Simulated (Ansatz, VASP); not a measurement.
**Ti in VASP and in Ansatz**

```xyz
1
Lattice="-1.6410 1.6410 1.6410 1.6410 -1.6410 1.6410 1.6410 1.6410 -1.6410" Properties=species:S:1:pos:R:3 pbc="T T T"
Ti    0.0000    0.0000    0.0000
```

This isn't the form of Ti at room conditions, which is hcp.

Alike in both runs: task single point; functional r2SCAN; k mesh 22 × 22 × 22; occupations gaussian, width 0.15 eV; no spin polarisation.

```csv
,VASP,Ansatz
version,VASP 6.6.1,Ansatz 0.2.0
potentials or method,"VASP PAW PBE potentials, release 64 (Ti_sv)","scalar-relativistic, plane waves, PAW"
plane-wave cutoff (eV),520,500
valence electrons in the cell,12,12
```

Ansatz gave:

* gap on the k mesh at the Fermi level (eV): none
* pressure (GPa): -2.8

Question: What did VASP give for the same quantities?

Answer: gap on the k mesh at the Fermi level (eV): none; pressure (GPa): -2.6.

A gap of «none» marks a metal or a gap that the smearing closes. With one functional, cell and mesh, what is left measures potentials, basis and numerics.

Caveats: the PAW data sets were made with another functional, which shifts forces and pressure a little (VASP).
